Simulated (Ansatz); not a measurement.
A plane-wave DFT run in Ansatz 0.2.0 (scalar-relativistic PAW potentials unless the input names others): input and command.

```yaml
crystal:
  lattice:
    - [3.9512507527, 0.246953172, 0.246953172]
    - [0.246953172, 3.9512507527, 0.246953172]
    - [0.246953172, 0.246953172, 3.9512507527]
  atoms:
    - { symbol: Sr, position: [0.0, 0.0, 0.0] }
    - { symbol: Ti, position: [0.5, 0.5, 0.5] }
    - { symbol: O, position: [0.0, 0.5, 0.5] }
    - { symbol: O, position: [0.5, 0.0, 0.5] }
    - { symbol: O, position: [0.5, 0.5, 0.0] }
basis:
  ecutwfc: 420
kpoints:
  mp_grid: { grid: [8, 8, 8] }
hamiltonian:
  xc: pbe
  pseudopotentials: { kind: nc }
scf:
  occupations: { method: gaussian, width: 0.05 }
  max_iter: 80
output:
  forces: true
  eigenvalues: true
  stress: true
magnetization:
  spin_polarized: true
  spin_orbit: true
```

```bash
ansatz run input.yaml --threads 1 --pin off --max-ram 2560MiB --backend cpu --events-out ev --progress --plain --runs-dir out
```

Q: What will the program do with this input?

A: The program refuses it, because of spin-orbit coupling on scalar files and without noncollinear: true (magnetization: not typed → {"spin_polarized": true, "spin_orbit": true}; hamiltonian.pseudopotentials: not typed → {"kind": "nc"}). Without those keys it is accepted.

Abridged log:
```
Error: 2 input errors — fix all and re-run
  1. inconsistent input (magnetization.spin_orbit, magnetization.noncollinear): true requires noncollinear: true — spin–orbit coupling acts on 2-spinor wavefunctions; set both flags
  2. inconsistent input (magnetization.spin_orbit, hamiltonian.pseudopotentials.kind): true requires a fully-relativistic hamiltonian.pseudopotentials.kind (nc_fr or paw_fr), or kind: all_electron without datasets and azcp, which then solves Dirac's equation on LAPW. paw_fr resolves this project's PAW files (source: ansatz) by j as it reads them
```